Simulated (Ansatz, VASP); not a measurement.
# One calculation of TaN, two programs

POSCAR

```
TaN
1.0
    5.3094021511      0.0000000000      0.0000000000
   -2.6547010756      4.5980772737      0.0000000000
    0.0000000000      0.0000000000      2.9743289261
Ta N
3 3
Direct
    0.0000000000      0.0000000000      0.0000000000
    0.3333333333      0.6666666667      0.5000000000
    0.6666666667      0.3333333333      0.5000000000
    0.5000000000      0.0000000000      0.0000000000
    0.5000000000      0.5000000000      0.0000000000
    0.0000000000      0.5000000000      0.0000000000
```

Contents of INCAR.step1:

```
PREC = Accurate
ENCUT = 520
ISMEAR = 0
SIGMA = 0.1
LREAL = False
LASPH = True
NELM = 80
NBANDS = 33
GGA = PE
ALGO = Normal
EDIFF = 1E-4
LWAVE = True
LCHARG = False
```

The input INCAR.step2:

```
PREC = Accurate
ENCUT = 520
EDIFF = 1E-7
ISMEAR = 0
SIGMA = 0.1
LREAL = False
LASPH = True
NELM = 80
ALGO = Normal
ISIF = 2
LWAVE = False
LCHARG = True
METAGGA = R2SCAN
LMIXTAU = True
LELF = True
LVHAR = True
NBANDS = 33
ISTART = 1
```

KPOINTS

```
regular mesh
0
Gamma
  5 5 8
```

Input for Ansatz:

```yaml
crystal:
  lattice:
    - [5.309402151106365, 0.0, 0.0]
    - [-2.6547010755531826, 4.598077273662185, 0.0]
    - [0.0, 0.0, 2.974328926106205]
  atoms:
    - { symbol: Ta, position: [0.0, 0.0, 0.0] }
    - { symbol: Ta, position: [0.3333333333333333, 0.6666666666666666, 0.5] }
    - { symbol: Ta, position: [0.6666666666666666, 0.3333333333333333, 0.5] }
    - { symbol: "N", position: [0.5, 0.0, 0.0] }
    - { symbol: "N", position: [0.5, 0.5, 0.0] }
    - { symbol: "N", position: [0.0, 0.5, 0.0] }
basis:
  ecutwfc: 600.0
kpoints:
  mp_grid:
    grid: [5, 5, 8]
hamiltonian:
  xc: r2scan
scf:
  occupations:
    method: gaussian
    width: 0.1
output:
  stress: true
```

Alike in both runs: task single point; functional r2SCAN; k mesh 5 × 5 × 8; occupations gaussian, width 0.1 eV; no spin polarisation.

|  | VASP | Ansatz |
| --- | --- | --- |
| version | VASP 6.6.1 | Ansatz 0.2.0 |
| potentials or method | VASP PAW PBE potentials, release 64 (Ta_pv, N) | plane waves, PAW |
| plane-wave cutoff (eV) | 520 | 600 |
| valence electrons in the cell | 48 | 54 |

Ansatz gave:

* pressure (GPa): -15.2
* largest component of the traceless stress (GPa): 5.79

Question: Estimate VASP's values.

Answer: Pressure (GPa): -13.9; largest component of the traceless stress (GPa): 5.62.

The two sets of potentials don't hold the same shells in valence.

Caveats: the PAW data sets were made with another functional, which shifts forces and pressure a little (VASP). The runs have no spin-orbit coupling, so splittings on Ta are missing.
